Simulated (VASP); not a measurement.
NaI: band structure with PBE-EpsX

NaI:

```xyz
2
Lattice="0.0000 3.2364 3.2364 3.2364 0.0000 3.2364 3.2364 3.2364 0.0000" Properties=species:S:1:pos:R:3 pbc="T T T"
I     3.2364    3.2364    3.2364
Na    0.0000    0.0000    0.0000
```

```json
{"Program": "VASP 6.6.1", "Task": "band structure", "Functional": "PBE-EpsX", "Potentials or basis": "VASP PAW PBE potentials, release 64 (I, Na_pv)", "Cutoff": "520 eV", "k mesh": "4 × 4 × 4", "Occupations": "fermi-dirac, width 0.05 eV", "Spin": "no spin polarisation", "Grid for exact exchange (PRECFOCK)": "Fast", "Exchange at q = 0": "default", "Share of exact exchange": "0.2966", "Further INCAR settings": "ALGO = Normal; EDIFF = 1e-06"}
```

| Item | Value |
| --- | --- |
| Pressure | 0.0 GPa |

Levels at the corners of the path, in eV from the valence-band top:
| point | band 3 | band 4 | band 5 | band 6 | band 7 | band 8 | band 9 | band 10 | band 11 |
| --- | --- | --- | --- | --- | --- | --- | --- | --- | --- |
| Γ | -25.60 | -12.52 | -0.34 | -0.34 | -0.34 | 5.35 | 9.75 | 9.75 | 9.75 |
| X | -25.61 | -12.06 | -2.46 | -1.17 | -1.17 | 6.26 | 7.19 | 11.85 | 13.45 |
| X | -25.61 | -12.06 | -2.46 | -1.17 | -1.17 | 6.26 | 7.19 | 11.85 | 13.43 |
| W | -25.61 | -12.05 | -1.90 | -1.90 | -1.34 | 7.67 | 9.26 | 9.26 | 9.81 |
| W | -25.61 | -12.05 | -1.90 | -1.90 | -1.34 | 7.67 | 9.26 | 9.26 | 9.81 |
| K | -25.23 | -11.69 | -1.78 | -1.43 | -0.63 | 6.97 | 8.44 | 10.57 | 11.20 |
| K | -25.23 | -11.69 | -1.78 | -1.43 | -0.63 | 6.97 | 8.44 | 10.57 | 11.20 |
| Γ | -25.60 | -12.52 | -0.34 | -0.34 | -0.34 | 5.35 | 9.75 | 9.75 | 9.75 |
| Γ | -25.60 | -12.52 | -0.34 | -0.34 | -0.34 | 5.35 | 9.75 | 9.75 | 9.75 |
| L | -25.60 | -12.15 | -2.74 | -0.65 | -0.65 | 6.76 | 9.28 | 9.28 | 10.84 |
| L | -25.60 | -12.15 | -2.74 | -0.65 | -0.65 | 6.76 | 9.28 | 9.28 | 10.84 |
| U | -25.23 | -11.69 | -1.78 | -1.43 | -0.63 | 6.97 | 8.44 | 10.57 | 11.20 |
| U | -25.23 | -11.69 | -1.78 | -1.43 | -0.63 | 6.97 | 8.44 | 10.57 | 11.20 |
| W | -25.61 | -12.05 | -1.90 | -1.90 | -1.34 | 7.67 | 9.26 | 9.26 | 9.81 |
| W | -25.61 | -12.05 | -1.90 | -1.90 | -1.34 | 7.67 | 9.26 | 9.26 | 9.81 |
| L | -25.60 | -12.15 | -2.74 | -0.65 | -0.65 | 6.76 | 9.28 | 9.28 | 10.84 |
| L | -25.60 | -12.15 | -2.74 | -0.65 | -0.65 | 6.76 | 9.28 | 9.28 | 10.84 |
| K | -25.23 | -11.69 | -1.78 | -1.43 | -0.63 | 6.97 | 8.44 | 10.57 | 11.20 |
| U | -25.23 | -11.69 | -1.78 | -1.43 | -0.63 | 6.97 | 8.44 | 10.57 | 11.20 |
| X | -25.61 | -12.06 | -2.46 | -1.17 | -1.17 | 6.26 | 7.19 | 11.85 | 13.50 |

Wall time 24 min on 1 thread of Intel(R) Xeon(R) Platinum 8488C (Sapphire Rapids) (shared host), peak memory 0.27 GiB.

Caveat: the k mesh is coarse (spacing up to 0.42 Å⁻¹), so the values aren't converged, least of all with exact exchange; an unscreened hybrid on a path of extra k points without a Coulomb cutoff has errors near the mesh points, so the bands along the path aren't reliable; the PAW data sets were made with another functional, which shifts forces and pressure a little; spin-orbit coupling is left out, which moves the levels of the heavy elements.
